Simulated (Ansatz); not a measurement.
# SnO2: checking dH/dP = V

These are results of DFT LDA, scalar-relativistic, plane waves, PAW in Ansatz 0.2.0, not measurements. (420 eV cutoff, 6×6×6 k-mesh, Gaussian smearing of 0.02 eV, no spin polarisation)

Reference structure (relaxed):

```
Sn O
1.0
     4.70345    0.00000    0.00000
     0.00000    5.69517    0.00000
     0.00000    0.00000    5.20433
Sn O
4 8
Direct
  0.50000 0.66732 0.75000
  0.00000 0.83268 0.25000
  0.50000 0.33268 0.25000
  0.00000 0.16732 0.75000
  0.73102 0.60491 0.07763
  0.23102 0.89509 0.92237
  0.76898 0.89509 0.57763
  0.26898 0.60491 0.42237
  0.73102 0.39509 0.57763
  0.23102 0.10491 0.42237
  0.76898 0.10491 0.07763
  0.26898 0.39509 0.92237
```

Cell and atoms were relaxed at each target pressure within the start's symmetry (Pbcn), at zero temperature; other phases can be more stable under pressure. H = E + PV with P the target; E is the free energy at the smearing used, whose derivative the pressure is, per atom and counted from zero pressure.

```
P (GPa) V (Å³/atom) E − E0 (meV) H − H0 (meV)
      0       11.617           0.0           0.0
      2       11.501           0.7         144.3
      5       11.339           4.2         358.1
     10       11.089          15.9         708.0
     20       10.647          56.9        1386.0
```

Thermodynamics gives dH/dP = V along a relaxed path. Integrate V over P by the trapezoid rule and compare with the computed enthalpies.

With 1 eV/Å³ = 160.22 GPa, each step adds the mean volume times ΔP / 160.22:
| P (GPa) | ∫V dP (meV) | H − H0 (meV) | difference (meV) |
| --- | --- | --- | --- |
| 2 | 144.3 | 144.3 | 0.0 |
| 5 | 358.1 | 358.1 | 0.0 |
| 10 | 708.1 | 708.0 | 0.1 |
| 20 | 1386.4 | 1386.0 | 0.4 |

V(P) curves upward, so the trapezoid rule runs high; integrating a smooth curve through the same points (P as a polynomial of degree 4 in ln V) puts that excess at about 0.4 meV at 20 GPa, against the 0.4 meV found.

At 20 GPa, how much of the enthalpy change is stored energy and how much is the PV term?

E rises by 57 meV/atom and PV is 20 × 10.647 / 160.22 = 1329 meV/atom, so PV makes 96 % of ΔH. So between rival structures at high pressure a small difference in volume can outweigh the difference in energy: 1 % of this volume is worth 13.3 meV/atom at this pressure.

What bulk modulus do the lowest pressures give, and how is the compression shared among the axes?

From the pressures that the runs reached, -2.01 GPa (11.738 Å³) and 2.01 GPa (11.501 Å³), B = −ΔP/Δln V = 4.02 / 0.0204 = 196 GPa, a mean over that range. The linear compressibilities −Δln(length)/ΔP are 1.56 along a, 1.94 along b, 1.59 along c (in TPa⁻¹). With fixed angles they add up to 1/B: 5.09 against 5.09. Softest: b, at 38 % of the volume change per axis.

The gap is 1.384 eV at -2.01 GPa and 1.608 eV at 2.01 GPa. What pressure coefficient and volume deformation potential follow?

dE_g/dP = 56.0 meV/GPa, and a_V = dE_g/d ln V = −B dE_g/dP = -10.99 eV. A gap that opens under pressure, with a_V of several eV below zero, is what an s-like antibonding conduction edge gives, since compression pushes it up. The band edges lie at other k points in the two runs, so this is a mean over different edges. Gaps are Kohn–Sham gaps over the whole zone.

This form isn't the usual stable structure of the compound.